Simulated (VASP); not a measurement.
A run of VASP 6.6.1:

Contents of INCAR:

```
SYSTEM = MoSe2
  PREC = Accurate
  ENCUT = 600
  EDIFF = 1E-7
  ISMEAR = 0
  SIGMA = 0.03
  LREAL = .False.
  LASPH = .True.
  NELM = 80
  ALGO = Normal
  ISIF = 4
  LWAVE = .False.
  LCHARG = .False.
  IBRION = 2
  NSW = 40
  EDIFFG = -0.01
  KPAR = 2
```

File KPOINTS:

```
Automatic mesh
0
Gamma
  9 9 2
  0 0 0
```

File POSCAR:

```
MoSe2                                   
1.0
    3.2945989004      0.0000000000      0.0000000000
   -1.6472994502      2.8532063430      0.0000000000
    0.0000000000      0.0000000000     12.9064091294
  Mo              Se            
     2     4
Direct
     0.3333333332999970    0.6666666667000030    0.2500000000000000
     0.6666666667000030    0.3333333332999970    0.7500000000000000
     0.3333333332999970    0.6666666667000030    0.6196545792964159
     0.6666666667000030    0.3333333332999970    0.1196545792964159
     0.3333333332999970    0.6666666667000030    0.8803454207035841
     0.6666666667000030    0.3333333332999970    0.3803454207035841
```

Potentials or basis: VASP PAW LDA potentials, release 64 (Mo_sv, Se).

The run is started by

```bash
$ cat potpaw_LDA.64/Mo_sv/POTCAR potpaw_LDA.64/Se/POTCAR > POTCAR
$ mpirun -np 2 vasp_std > vasp.out
```

Hardware: 2 MPI ranks on Intel(R) Xeon(R) Platinum 8488C (Sapphire Rapids), on a shared host.

**Question.** Estimate the wall time of this run.

**Answer.** Run time: 4.6 min on 2 MPI ranks on Intel(R) Xeon(R) Platinum 8488C (Sapphire Rapids), on a shared host, peak memory 0.27 GiB a rank. Counts: scf iterations 60, k points 24, ion steps 8.
